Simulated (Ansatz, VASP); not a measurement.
One calculation of ZrC, two programs

The input INCAR:

```
SYSTEM = ZrC
PREC = Accurate ; ENCUT = 520
EDIFF = 1E-6 ; ISMEAR = 0
SIGMA = 0.1 ; LREAL = .FALSE.
LASPH = .TRUE. ; NELM = 100
ALGO = Normal ; ISIF = 2
LWAVE = .FALSE. ; LCHARG = .FALSE.
GGA = PS ; NBANDS = 15
```

The input KPOINTS:

```
regular mesh
0
G
  16 16 16
  0 0 0
```

POSCAR

```
ZrC
1.0
    0.0000000000      2.3293166331      2.3293166331
    2.3293166331      0.0000000000      2.3293166331
    2.3293166331      2.3293166331      0.0000000000
Zr C
1 1
Direct
    0.5000000000      0.5000000000      0.5000000000
    0.0000000000      0.0000000000      0.0000000000
```

Input for Ansatz:

```yaml
crystal:
  lattice:
    - [0.0, 2.3293166331, 2.3293166331]
    - [2.3293166331, 0.0, 2.3293166331]
    - [2.3293166331, 2.3293166331, 0.0]
  atoms:
    - { symbol: Zr, position: [0.5, 0.5, 0.5] }
    - { symbol: C, position: [0.0, 0.0, 0.0] }
basis:
  ecutwfc: 420
kpoints:
  mp_grid: { grid: [16, 16, 16] }
hamiltonian:
  xc: pbesol
scf:
  occupations: { method: gaussian, width: 0.1 }
output:
  forces: true
  stress: true
  eigenvalues: true
```

Alike in both runs: task single point; functional PBEsol; k mesh 16 × 16 × 16; occupations gaussian, width 0.1 eV; no spin polarisation.

|  | VASP | Ansatz |
| --- | --- | --- |
| version | VASP 6.6.1 | Ansatz 0.2.0 |
| potentials or method | VASP PAW PBE potentials, release 64 (Zr_sv, C) | scalar-relativistic, plane waves, PAW |
| plane-wave cutoff (eV) | 520 | 420 |
| valence electrons in the cell | 16 | 16 |

|  | VASP | Ansatz | Ansatz less VASP |
| --- | --- | --- | --- |
| gap on the k mesh at the Fermi level (eV) | none | none | - |
| pressure (GPa) | 2.0 | 1.6 | -0.39 |

A gap of «none» marks a metal or a gap that the smearing closes. With one functional, cell and mesh, what is left measures potentials, basis and numerics.

Caveats: the PAW data sets were made with another functional, which shifts forces and pressure a little (VASP).
